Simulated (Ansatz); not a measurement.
## HfO₂ (Fm-3m), a vibration from a frozen displacement

Computed with Ansatz, DFT PBE, scalar-relativistic, plane waves, PAW. Settings: plane waves to 420 eV, k-mesh 8×8×8 (Γ-centred), Gaussian smearing 0.05 eV. Spin–orbit coupling is left out, which matters for the heavy elements here. No spin polarisation. Energies are free energies at this smearing, counted from the undisturbed cell; pressure is positive in compression.

The starting cell (relaxed at this level; this fluorite-type form isn't the usual structure):

```yaml
crystal:
  lattice:
    - [0.00000, 2.54881, 2.54881]
    - [2.54881, 0.00000, 2.54881]
    - [2.54881, 2.54881, 0.00000]
  atoms:
    - { symbol: Hf, position: [0.00000, 0.00000, 0.00000] }
    - { symbol: O, position: [0.25000, 0.25000, 0.25000] }
    - { symbol: O, position: [0.75000, 0.75000, 0.75000] }
```

Every O atom is moved by x along the Cartesian unit vector (0.000, 1.000, 0.000); the cell and all other atoms stay fixed. The cell's volume is 33.12 Å³; the moved atoms weigh 31.998 u together and the others 178.490 u. Some rows repeat others by symmetry and weren't run.

| x (Å) | ΔE (meV/cell) | total force on the moved atoms along the move (eV/Å) | pressure (GPa) |
| --- | --- | --- | --- |
| -0.1000 | 24.41 | 0.5098 | 1.0070 |
| -0.0875 | 18.49 | 0.4374 | 0.7692 |
| -0.0750 | 13.46 | 0.3684 | 0.5632 |
| -0.0625 | 9.27 | 0.3022 | 0.3892 |
| -0.0500 | 5.89 | 0.2386 | 0.2471 |
| -0.0375 | 3.30 | 0.1772 | 0.1365 |
| -0.0250 | 1.46 | 0.1172 | 0.0577 |
| -0.0125 | 0.36 | 0.0584 | 0.0123 |
| 0.0000 | 0.00 | 0.0000 | -0.0035 |
| 0.0125 | 0.36 | -0.0584 | 0.0123 |
| 0.0250 | 1.46 | -0.1172 | 0.0577 |
| 0.0375 | 3.30 | -0.1772 | 0.1365 |
| 0.0500 | 5.89 | -0.2386 | 0.2471 |
| 0.0625 | 9.27 | -0.3022 | 0.3892 |
| 0.0750 | 13.46 | -0.3684 | 0.5632 |
| 0.0875 | 18.49 | -0.4374 | 0.7692 |
| 0.1000 | 24.41 | -0.5098 | 1.0070 |

Problem. What frequency belongs to this motion?

Solution. The force constant is k = −dF/dx = 4.672 eV/Å², from the parabola through x = -0.0125, 0 and 0.0125. In every cell the moved atoms swing against the rest, so the mass is μ = m₁m₂/(m₁ + m₂) = 27.134 u, and ν̃ = 521.5 cm⁻¹ × √(|k|/μ) = 216 cm⁻¹. To first order in x, and within 1 %, the force on every atom lies along the move and, within each of the two groups, in proportion to the atom's mass, so this is itself a mode at the zone centre of this cell, taken without macroscopic field (the transverse frequency in a polar insulator).

Problem. How far does the harmonic law reach?

Solution. At x = -0.100 Å, kx²/2 = 23.36 meV against the computed 24.41 meV (+4.5 %): the well is still close to harmonic there.

Cost: 9 runs of about 0.57 core-minutes in all, on Intel Xeon Platinum 8259CL (Skylake/Cascade Lake) (shared hosts).

The restoring force and rising energy show that the cubic form resists a uniform shift of the oxygen sublattice against hafnium, so there is no polar instability at the zone centre in this cell. In a polar oxide this stiffness is what remains when short-range repulsion outweighs the dipolar Coulomb interaction favouring off-centring, the latter strengthened by O 2p–Hf 5d hybridisation. The force grows slightly faster than linearly, as expected when repulsion steepens at shorter Hf–O contacts.

The pressure rises with displacement in either direction, which means that the force constant falls as the cell expands. Expansion weakens the short-range repulsion more than the competing dipolar term, so the 216 cm⁻¹ frequency should be sensitive to the lattice parameter, and any overestimate of the volume by PBE would soften it. The positive curvature doesn't establish dynamical stability of the fluorite form: the well-known distortion towards tetragonal HfO₂ moves neighbouring oxygen columns in opposite directions at the zone boundary, a pattern this displacement can't sample.
